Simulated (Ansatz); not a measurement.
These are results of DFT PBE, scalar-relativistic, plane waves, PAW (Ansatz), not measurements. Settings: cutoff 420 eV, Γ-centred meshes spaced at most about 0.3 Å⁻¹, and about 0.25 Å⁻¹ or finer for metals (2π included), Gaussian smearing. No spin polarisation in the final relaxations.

All energies are static (0 K, no zero-point motion). All come from trial cells, and lower structures may exist.

Task: These unrelaxed guesses for Si4Ge are each relaxed within their symmetry. Order them by the energy at which they end, lowest first.
A.

```
Si Ge
1.0
     2.83289    0.00000    0.00000
    -1.41645    2.45336    0.00000
     0.00000    0.00000   23.04099
Si Ge
8 2
Cartesian
  0.0000 1.6356 14.9766
  0.0000 1.6356 19.5848
  0.0000 1.6356 1.1520
  0.0000 1.6356 10.3684
  1.4164 0.8178 21.8889
  1.4164 0.8178 3.4561
  1.4164 0.8178 8.0643
  1.4164 0.8178 12.6725
  0.0000 1.6356 5.7602
  1.4164 0.8178 17.2807
```

B.

```
Si Ge
1.0
    -3.16318    3.16318    2.00057
     3.16318   -3.16318    2.00057
     3.16318    3.16318   -2.00057
Si Ge
4 1
Direct
  0.10000 0.70000 0.80000
  0.90000 0.30000 0.20000
  0.70000 0.90000 0.60000
  0.30000 0.10000 0.40000
  0.50000 0.50000 0.00000
```

C.

```
Si Ge
1.0
    -1.41462    1.41462   10.00285
     1.41462   -1.41462   10.00285
     1.41462    1.41462  -10.00285
Si Ge
4 1
Direct
  0.70000 0.70000 0.00000
  0.10000 0.10000 0.00000
  0.90000 0.90000 0.00000
  0.30000 0.30000 0.00000
  0.50000 0.50000 0.00000
```

Result: B (ends in I4/m, 0 meV/atom), A (ends in P6_3/mmc, 47 meV/atom), C (ends in I4/mmm, 57 meV/atom). Even the lowest end lies +0.46 eV/atom against the elements.

For metals, differences of a few meV/atom aren't resolved. Cells relaxed within their symmetry can be saddle points. Some candidate types were left out of the draw beforehand, so a known form may be missing.
